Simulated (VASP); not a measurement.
# CdS (Greenockite) (P6_3mc) in VASP: notebook, part 2 of 2

VASP 6.6.1. The steps go on from the part before.

### Step 3. Single point, PBE, spin-orbit coupling, no magnetisation

INCAR

```
ALGO     = Normal         # electronic algorithm
EDIFF    = 1E-7           # SCF threshold, eV
ENCUT    = 250            # plane-wave cutoff, eV
GGA      = PE             # functional
GGA_COMPAT= F            
ISIF     = 2              # what is computed and relaxed
ISMEAR   = 0              # smearing method
LASPH    = T              # aspherical terms in the spheres
LCHARG   = F              # write CHGCAR
LORBIT   = 11             # projections on sites
LREAL    = F              # projectors in reciprocal space
LSORBIT  = T              # spin-orbit coupling
LWAVE    = F              # write WAVECAR
MAGMOM   = 0 0 0 0 0 0 0 0 0 0 0 0 # initial moments
NBANDS   = 52             # bands
NELM     = 100            # most SCF steps
PREC     = Accurate       # precision mode
SIGMA    = 0.02           # smearing width, eV
```

KPOINTS

```
k-points
0
Gamma
  4 4 2
```

POSCAR

```
CdS
1.0
    4.1500000000      0.0000000000      0.0000000000
   -2.0750000000      3.5940054257      0.0000000000
    0.0000000000      0.0000000000      6.7370000000
Cd S
2 2
Direct
    0.6666666667      0.3333333333      0.5000000000
    0.3333333333      0.6666666667      0.0000000000
    0.6666666667      0.3333333333      0.8750000000
    0.3333333333      0.6666666667      0.3750000000
```

Potentials or basis: VASP PAW PBE potentials, release 64 (Cd, S).

Command:

```
$ cat potpaw_PBE.64/Cd/POTCAR potpaw_PBE.64/S/POTCAR > POTCAR
$ mpirun -np 1 vasp_ncl > vasp.out
```

OUTCAR:

```text
EDIFF = 1E-7
   ENCUT = 250
   GGA = PE
   ISIF = 2
   ISMEAR = 0
   LASPH = T
   LORBIT = 11
   LREAL = F
   LSORBIT = T
   NELM = 100
   PREC = Accurate

 Found      8 irreducible k-points:

 Following reciprocal coordinates:
            Coordinates               Weight
  0.000000  0.000000  0.000000      1.000000
  0.250000 -0.000000  0.000000      6.000000
  0.500000 -0.000000  0.000000      3.000000
  0.250000  0.250000  0.000000      6.000000
  0.000000  0.000000  0.500000      1.000000
  0.250000 -0.000000  0.500000      6.000000
   k-points           NKPTS =      8   k-points in BZ     NKDIM =      8   number of bands    NBANDS=     52
   number of dos      NEDOS =    301   number of ions     NIONS =      4
   total plane-waves  NPLWV =  20736
   dimension x,y,z NGX =    24 NGY =   24 NGZ =   36
   dimension x,y,z NGXF=    48 NGYF=   48 NGZF=   72
   ions per type =               2   2
   NGX,Y,Z   is equivalent  to a cutoff of   9.61,  9.61,  8.88 a.u.
   NGXF,Y,Z  is equivalent  to a cutoff of  19.23, 19.23, 17.77 a.u.
 SYSTEM =  unknown system
   PREC   = accura    normal or accurate (medium, high low for compatibility)
   ISTART =      0    job   : 0-new  1-cont  2-samecut
   ICHARG =      2    charge: 1-file 2-atom 10-const
   ISPIN  =      1    spin polarized calculation?
   LNONCOLLINEAR =      T non collinear calculations
   LSORBIT =      T    spin-orbit coupling
   LASPH  =      T    aspherical Exc in radial PAW
   ENCUT  =  250.0 eV  18.37 Ry    4.29 a.u.   5.35  5.35  8.69*2*pi/ulx,y,z
   NELM   =    100;   NELMIN=  2; NELMDL= -5     # of ELM steps
   EDIFF  = 0.1E-06   stopping-criterion for ELM
   LREAL  =      F    real-space projection
   EDIFFG = 0.1E-05   stopping-criterion for IOM
   NSW    =      0    number of steps for IOM
   IBRION =     -1    ionic relax: 0-MD 1-quasi-New 2-CG
   NFREE  =      0    steps in history (QN), initial steepest desc. (CG)
   ISIF   =      2    stress and relaxation
   ISYM   =      2    0-nonsym 1-usesym 2-fastsym
   POTIM  = 0.5000    time-step for ionic-motion
   TEBEG  =    0.0;   TEEND  =   0.0 temperature during run
   PSTRESS=    0.0 pullay stress
   NELECT =      36.0000    total number of electrons
   NUPDOWN=      -1.0000    fix difference up-down
   EMIN   =  10.00;   EMAX   =-10.00  energy-range for DOS
   EFERMI =   0.00;   METHOD = LEGACY
   ISMEAR =     0;   SIGMA  =   0.02  broadening in eV -4-tet -1-fermi 0-gaus
   EFERMI_NEDOS =   21; number of points for ismear=-14 and -15
   IALGO  =     38    algorithm
   IMIX   =      4    mixing-type and parameters
     AMIX     =   0.40;   BMIX     =  1.00
     AMIX_MAG =   1.60;   BMIX_MAG =  1.00
  volume/ion in A,a.u.               =      25.12       169.52
  Fermi-wavevector in a.u.,A,eV,Ry     =   1.162727  2.197236 18.394190  1.351935
  Thomas-Fermi vector in A             =   2.299285
   LORBIT       =     11    0 simple, 1 ext, 2 COOP (PROOUT), +10 PAW based schemes
   GGA     = PE    functional components
   LHFCALC =     F    Hartree Fock is set to
   AEXX    =    0.0000 exact exchange contribution
   IVDW    =     0    specifies the selected vdW correction
   LEPSILON=     F    determine dielectric tensor
   LRPA    =     F    only Hartree local field effects (RPA)
 Gauss-broadening in eV      SIGMA  =   0.02
  energy-cutoff  :      250.00
  volume of cell :      100.48
 maximum number of plane-waves:      1834
 NGX is ok and might be reduce to    24
   NGX = 11   NGY = 11   NGZ = 17

 number of electron      36.0000084 magnetization      -0.0000000     -0.0000000     -0.0000000

 number of electron      36.0000085 magnetization      -0.0000000      0.0000000     -0.0000000

 number of electron      36.0000085 magnetization      -0.0000000      0.0000000      0.0000000

[... 19 lines left out ...]
  band No.  band energies     occupation
      1     -11.0845      1.00000
      2     -11.0845      1.00000
      3     -10.6637      1.00000
      4     -10.6637      1.00000
      5      -6.7739      1.00000
      6      -6.7739      1.00000
[... 295 lines left out ...]
     47       8.4015      0.00000
     48       8.4015      0.00000

 [... further k-points ...]

 [bands above 48 left out]

------------------------ aborting loop because EDIFF is reached ----------------------------------------

  FORCE on cell =-STRESS in cart. coord.  units (eV):
  Direction    XX          YY          ZZ          XY          YZ          ZX
  --------------------------------------------------------------------------------------
  -------------------------------------------------------------------------------------
  Total       -2.2781207     -2.2781207     -1.9327319      0.0000000     -0.0000000      0.0000000
  in kB      -36.3240230    -36.3240230    -30.8168917      0.0000000     -0.0000000      0.0000000
  external PRESSURE =     -34.4883125 kB  Pullay stress =       0.0000000 kB

 VOLUME and BASIS-vectors are now :
 -----------------------------------------------------------------------------
  energy-cutoff  :      250.00
  volume of cell :      100.48
      direct lattice vectors                 reciprocal lattice vectors
     4.150000000  0.000000000  0.000000000     0.240963855  0.139120547  0.000000000
    -2.075000000  3.594005426  0.000000000     0.000000000  0.278241094  0.000000000
     0.000000000  0.000000000  6.737000000     0.000000000  0.000000000  0.148434021

 POSITION                                       TOTAL-FORCE (eV/Angst)
 -----------------------------------------------------------------------------------
      2.07500      1.19800      3.36850         0.000000     -0.000000     -0.052831
     -0.00000      2.39600      0.00000        -0.000000      0.000000     -0.052831
      2.07500      1.19800      5.89487        -0.000000      0.000000      0.052831
     -0.00000      2.39600      2.52637         0.000000      0.000000      0.052831
 -----------------------------------------------------------------------------------
    total drift:                               -0.000000      0.000000     -0.000564

  FREE ENERGIE OF THE ION-ELECTRON SYSTEM (eV)
  ---------------------------------------------------
  free  energy   TOTEN  =       -12.2227634447 eV

  energy  without entropy=      -12.2227634447  energy(sigma->0) =      -12.22276344

 Spin-Orbit-Coupling matrix elements

 Ion:    1  E_soc:     -0.0524815
 l=   1
     0.0000000    -0.0024427    -0.0024496
    -0.0024427     0.0000000    -0.0024427
    -0.0024496    -0.0024427     0.0000000
 l=   2
     0.0000000    -0.0012528     0.0000000    -0.0012528    -0.0050622
    -0.0012528     0.0000000    -0.0037953    -0.0012418    -0.0012528
     0.0000000    -0.0037953     0.0000000    -0.0037953     0.0000000
    -0.0012528    -0.0012418    -0.0037953     0.0000000    -0.0012528
    -0.0050622    -0.0012528     0.0000000    -0.0012528     0.0000000
 l=   3
     0.0000000     0.0000000     0.0000000     0.0000000     0.0000000     0.0000000     0.0000000
     0.0000000     0.0000000     0.0000000     0.0000000     0.0000000     0.0000000     0.0000000
     0.0000000     0.0000000     0.0000000     0.0000000     0.0000000     0.0000000     0.0000000
     0.0000000     0.0000000     0.0000000     0.0000000     0.0000000     0.0000000     0.0000000
[... 49 lines left out ...]
 l=   2
     0.0000000     0.0000000     0.0000000     0.0000000     0.0000000
     0.0000000     0.0000000     0.0000000     0.0000000     0.0000000
     0.0000000     0.0000000     0.0000000     0.0000000     0.0000000
     0.0000000     0.0000000     0.0000000     0.0000000     0.0000000
     0.0000000     0.0000000     0.0000000     0.0000000     0.0000000
 l=   3
     0.0000000     0.0000000     0.0000000     0.0000000     0.0000000     0.0000000     0.0000000
     0.0000000     0.0000000     0.0000000     0.0000000     0.0000000     0.0000000     0.0000000
     0.0000000     0.0000000     0.0000000     0.0000000     0.0000000     0.0000000     0.0000000
     0.0000000     0.0000000     0.0000000     0.0000000     0.0000000     0.0000000     0.0000000
     0.0000000     0.0000000     0.0000000     0.0000000     0.0000000     0.0000000     0.0000000
     0.0000000     0.0000000     0.0000000     0.0000000     0.0000000     0.0000000     0.0000000
     0.0000000     0.0000000     0.0000000     0.0000000     0.0000000     0.0000000     0.0000000

 total charge

# of ion       s       p       d       tot
------------------------------------------
    1        0.421   0.321   9.586  10.327
    2        0.421   0.321   9.586  10.327
    3        1.323   2.430   0.000   3.753
    4        1.323   2.430   0.000   3.753
--------------------------------------------------
tot          3.488   5.502  19.172  28.162

 magnetization (x)

# of ion       s       p       d       tot
------------------------------------------
    1        0.000  -0.000  -0.000  -0.000
    2       -0.000   0.000   0.000   0.000
    3       -0.000   0.000   0.000   0.000
    4        0.000   0.000   0.000   0.000
--------------------------------------------------
tot         -0.000   0.000   0.000   0.000

 magnetization (y)

# of ion       s       p       d       tot
------------------------------------------
    1        0.000   0.000  -0.000  -0.000
    2        0.000   0.000   0.000   0.000
    3        0.000   0.000   0.000   0.000
    4        0.000   0.000   0.000   0.000
--------------------------------------------------
tot          0.000   0.000  -0.000  -0.000

 magnetization (z)

# of ion       s       p       d       tot
------------------------------------------
    1        0.000   0.000   0.000   0.000
    2        0.000   0.000   0.000   0.000
    3        0.000   0.000   0.000   0.000
    4        0.000   0.000   0.000   0.000
--------------------------------------------------
tot          0.000   0.000   0.000   0.000
```

Run time: 33 s. Hardware: 1 thread of AMD EPYC 7R13 (Zen 3), shared host; peak memory 0.2 GiB.

The run converged, but a check on its numbers failed (symmetry, net force, bounds or a known fault of this set-up), so they aren't taken as properties of the crystal.

Caveat: the k mesh is coarse (spacing up to 0.47 Å⁻¹), so the values aren't converged; the cutoff lies under the usual one of these potentials, so the numbers hold a large basis-set error.

### Step 4. Single point, PBE, spin-orbit coupling, no magnetisation

Changes to INCAR since step 3:

```diff
@@ -2,3 +2,3 @@
 EDIFF    = 1E-7           # SCF threshold, eV
-ENCUT    = 250            # plane-wave cutoff, eV
+ENCUT    = 350            # plane-wave cutoff, eV
 GGA      = PE             # functional
```

KPOINTS

```
k-points
0
Gamma
  3 3 2
```

POSCAR is that of step 3.

Command:

```
$ cat potpaw_PBE.64/Cd/POTCAR potpaw_PBE.64/S/POTCAR > POTCAR
$ mpirun -np 1 vasp_ncl > vasp.out
```

It took 39 s on 1 thread of AMD EPYC 7R13 (Zen 3), shared host; peak memory 0.27 GiB.

The run converged, but some of its settings lie outside the range that counts as converged, so its numbers aren't taken as properties of the crystal.

Results:

* Free energy: -12.1585 eV
* Pressure: 2.3 GPa
* Largest force: 0.019 eV/Å
* Valence electrons inside the program's atomic spheres: Cd 10.29; S 3.73

Caveat: the k mesh is coarse (spacing up to 0.58 Å⁻¹), so the values aren't converged.
